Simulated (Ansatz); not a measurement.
# Equation of state of Ti

```cif
data_structure
_symmetry_space_group_name_H-M 'Pm-3m'
_symmetry_Int_Tables_number 221
_cell_length_a 2.6405
_cell_length_b 2.6405
_cell_length_c 2.6405
_cell_angle_alpha 90.000
_cell_angle_beta 90.000
_cell_angle_gamma 90.000
_cell_volume 18.41
loop_
_atom_site_label
_atom_site_type_symbol
_atom_site_symmetry_multiplicity
_atom_site_Wyckoff_symbol
_atom_site_fract_x
_atom_site_fract_y
_atom_site_fract_z
_atom_site_occupancy
Ti1 Ti 1 a 0.00000 0.00000 0.00000 1
```

The runs use the primitive cell with vectors (2.640, 0.000, 0.000), (0.000, 2.640, 0.000), (0.000, 0.000, 2.640) Å, to which the k mesh refers.

The cell was built from the sc type and relaxed in the same program, and has space group Pm-3m; it needn't be a known or the stable phase.

Levels of theory: DFT, PBE, all-electron LAPW, scalar-relativistic (Ansatz 0.2.0); DFT, PBE, PAW with Ansatz's default frozen-core files, scalar-relativistic (Ansatz 0.2.0).

For LAPW: a Γ-centred 15×15×15 k mesh, Fermi–Dirac smearing of 0.05 eV, basis error target 0.5 meV/atom, no spin polarisation. PAW takes a cutoff of 420 eV at this cell. The Ansatz runs share mesh, smearing and spin set-up. Plane-wave (PAW) pressures include the program's estimate of the Pulay term.

The cell above is scaled evenly, with fractional coordinates and shape held.

Question: Estimate the equilibrium volume and bulk modulus that LAPW (all electrons) gives for this fixed shape.

Answer: V0 = 18.41 Å³/atom, B0 = 76 GPa, B0′ = 3.4, from a third-order Birch–Murnaghan fit to these pressures:
```csv
V/V(cell),V (Å³/atom),"P, LAPW (GPa)","P, PAW (GPa)"
0.9500,17.489,4.25,4.29
0.9750,17.949,2.00,2.04
1.0000,18.409,-0.01,0.02
1.0250,18.870,-1.82,-1.79
1.0500,19.330,-3.44,-3.42
```

PAW's V0 lies 0.04 % from the all-electron value and its B0 0.1 %. Symmetry fixes shape and coordinates here, so this is the relaxed modulus.
